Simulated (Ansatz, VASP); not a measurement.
**In3Se: VASP beside Ansatz**

```xyz
4
Lattice="4.8670 0.0000 0.0000 0.0000 4.8670 0.0000 0.0000 0.0000 4.8670" Properties=species:S:1:pos:R:3 pbc="T T T"
In    2.4335    2.4335    0.0000
In    2.4335    0.0000    2.4335
In    0.0000    2.4335    2.4335
Se    0.0000    0.0000    0.0000
```

The cell comes from a database or a generator and needn't be the stable form of this composition.

Alike in both runs: task single point; functional PBEsol; k mesh 6 × 6 × 6; occupations fermi-dirac, width 0.05 eV; no spin polarisation.

|  | VASP | Ansatz |
| --- | --- | --- |
| version | VASP 6.6.1 | Ansatz 0.2.0 |
| potentials or method | VASP PAW PBE potentials, release 64 (In_d, Se) | Ansatz PAW |
| plane-wave cutoff (eV) | 520 | 420 |
| valence electrons in the cell | 45 | 55 |

```tsv
	VASP	Ansatz	Ansatz less VASP
gap on the k mesh at the Fermi level (eV)	none	none	-
pressure (GPa)	-3.9	-3.9	+0.01
```

A gap of «none» marks a metal or a gap that the smearing closes. The functional is the same, so the differences come from potentials, cutoffs and numerics. The two sets of potentials don't hold the same shells in valence.

Caveats: the PAW data sets were made with another functional, which shifts forces and pressure a little (VASP); the PAW data sets come from PBE, with cores solved anew for the run's functional, which leaves a small shift of forces and pressure (Ansatz).
